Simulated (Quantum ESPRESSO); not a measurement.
Runs of Quantum ESPRESSO 7.5 on CuO. The structure is hexagonal, space group P-6m2 (No. 187). Conventional cell: a = 2.836 Å, b = 2.836 Å, c = 2.768 Å, α = 90.00°, β = 90.00°, γ = 120.00°. Cu (site symmetry -6m2) is surrounded by 6 O at 2.14 Å. O (site symmetry -6m2) has 6 Cu at 2.14 Å as nearest neighbours. Measurements of this composition are mostly on another form, of space group No. 15.

| level | U | mixing beta | gap on the mesh (eV) | pressure (GPa) |
| --- | --- | --- | --- | --- |
| LDA+U | Cu d U = 6 eV | 0.3 | none | -11.2 |
| LDA+U | Cu d U = 4 eV | 0.3 | none | -13.2 |
| LDA+U | Cu d U = 3 eV | 0.3 | none | -14.1 |
| LDA | - | 0.5 | none | (b) |
| LDA+U | Cu d U = 5 eV | 0.3 | none | (a) |
| LDA+U | Cu d U = 8 eV | 0.3 | none | -8.9 |
| LDA+U | Cu d U = 1 eV | 0.3 | none | -15.8 |
| LDA+U | Cu d U = 2 eV | 0.3 | none | -15.0 |

Alike in all rows: task projected density of states; potentials or basis SSSP 1.3 efficiency PBE; no spin polarisation; cell as given; k mesh 11 × 11 × 10; cutoff (eV) 748; smearing fermi-dirac 0.05 eV.

**Question.** Fill in the values left out.

**Answer.** (a) -12.2; (b) -16.5.

Caveats: the potentials were made for another functional, which shifts forces and pressure; an odd number of electrons without spin polarisation forces a metal; a magnetic or distorted state may lie lower; the run has no spin polarisation, though such a crystal can be magnetic; U without spin polarisation on a metal has little footing (some runs); semilocal functionals often make such compounds metallic where correlation or magnetic order opens a gap, which also shifts bond lengths (some runs).

A gap of «none» marks a metal or a gap under the smearing width.

Runs at the PBE level aren't shown here.
